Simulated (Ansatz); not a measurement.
# ZnSe (Stilleite) under changes of volume

One of the cells (22.757 Å³/atom); the others are scaled copies at fixed shape and fractional positions:

```
CELL_PARAMETERS angstrom
0.00000 2.83380 2.83380
2.83380 0.00000 2.83380
2.83380 2.83380 0.00000
ATOMIC_POSITIONS crystal
Se 0.75000 0.75000 0.75000
Zn 0.00000 0.00000 0.00000
```

| Property | Result |
| --- | --- |
| Program | Ansatz 0.2.0 |
| Functional | PBEsol |
| Potentials or basis | all-electron LAPW, scalar-relativistic |
| Cutoff | 336 eV (chosen from the basis error) |
| Basis error allowed | 0.0005 eV/atom |
| k mesh | 8 × 8 × 8 |
| Occupations | fermi-dirac, width 0.05 eV |
| Spin | no spin polarisation |

```tsv
volume (Å³/atom)	energy over the lowest point (meV/atom)	pressure (GPa)	gap on the mesh (eV)
21.391	9.09	3.2	1.42
21.846	2.41	1.6	1.33
22.301	0.00	0.2	1.25
22.757	1.41	-1.1	1.17
23.212	6.22	-2.3	1.09
23.667	?	?	?
24.122	24.67	-4.2	0.95
```

Task: What does the run at 23.667 Å³/atom give?

Result: Energy over the lowest point 14.09 meV/atom; pressure -3.3 GPa; gap on the mesh 1.02 eV.

Worked out: A Birch-Murnaghan fit of order 3 (a polynomial in V^(-2/3)) to the other rows has its minimum at 22.35 Å³/atom with B0 = V·E''(V) = 65 GPa and B' = 4.5. It gives 14.08 meV/atom at 23.667 Å³/atom, against the run's 14.09, and -dE/dV = -3.3 GPa, against -3.3. A straight line through the other rows of the gap, of slope -3.91 eV per unit of ln V (its deformation potential), gives 1.02 eV, against the run's 1.02.

Energies are extrapolated to zero smearing.

Spin-orbit coupling on Se is left out.
